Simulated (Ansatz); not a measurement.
Relaxing an invented Sn structure

Method: DFT PBE, scalar-relativistic, plane waves, PAW in Ansatz 0.2.0. Cutoff 420 eV, Gaussian smearing, Γ-centred meshes. Cell and atoms relax first on a coarse mesh and then on a finer one. In between, the cell is made exact in the group found at 0.06 Å. In metals the finer mesh still leaves noise of several meV/atom or more. The steps can't lower the symmetry of their start. No spin polarisation.

The guess for Sn was made by a generator: 4-connected net of one element (Im-3m, No. 229). The dimensions are guesses.

```yaml
crystal:
  lattice:
    - [-4.38411, 4.38411, 4.38411]
    - [4.38411, -4.38411, 4.38411]
    - [4.38411, 4.38411, -4.38411]
  atoms:
    - { symbol: Sn, position: [0.31720, 0.31720, 0.31720] }
    - { symbol: Sn, position: [0.00000, 0.00000, 0.68280] }
    - { symbol: Sn, position: [0.00000, 0.68280, 0.00000] }
    - { symbol: Sn, position: [0.68280, 0.00000, 0.00000] }
    - { symbol: Sn, position: [0.68280, 0.68280, 0.68280] }
    - { symbol: Sn, position: [0.00000, 0.00000, 0.31720] }
    - { symbol: Sn, position: [0.00000, 0.31720, 0.00000] }
    - { symbol: Sn, position: [0.31720, 0.00000, 0.00000] }
```

Energies count from the standard state of Sn at the same level. The references include grey tin.

Question: Which structure results?

Answer: The symmetry stays Im-3m (No. 229). The volume per atom grows by 14.4 %, from 42.1 to 48.2 Å³. The shortest distance goes from 2.78 Å (Sn–Sn) to 2.88 Å (Sn–Sn). Conventional cell: a = 9.171 Å. Sn is surrounded by 4 Sn at 2.88–2.92 Å.

```cif
data_structure
_symmetry_space_group_name_H-M 'Im-3m'
_symmetry_Int_Tables_number 229
_cell_length_a 9.1714
_cell_length_b 9.1714
_cell_length_c 9.1714
_cell_angle_alpha 90.000
_cell_angle_beta 90.000
_cell_angle_gamma 90.000
_cell_volume 771.44
loop_
_atom_site_label
_atom_site_type_symbol
_atom_site_symmetry_multiplicity
_atom_site_Wyckoff_symbol
_atom_site_fract_x
_atom_site_fract_y
_atom_site_fract_z
_atom_site_occupancy
Sn1 Sn 16 f 0.15940 0.15940 0.15940 1
```

Question: How does it come out in energy, and is it a metal?

Answer: The energy over the standard state is +0.21 eV/atom and the gap on the 6×6×6 mesh of the 8-atom cell is 0 eV (the bands overlap slightly).

It lies above the standard state, so it could only be metastable.

The last run used Gaussian smearing of 0.10 eV. The zero gap may come from the functional, which often closes small gaps, or the cell may be a true semimetal. A later test with randomly moved atoms came back to the same energy, though modes that don't fit the test's cell weren't probed. In all, the 3 runs took 3 min on 1 thread of Arm Neoverse V1, with other jobs on the host.
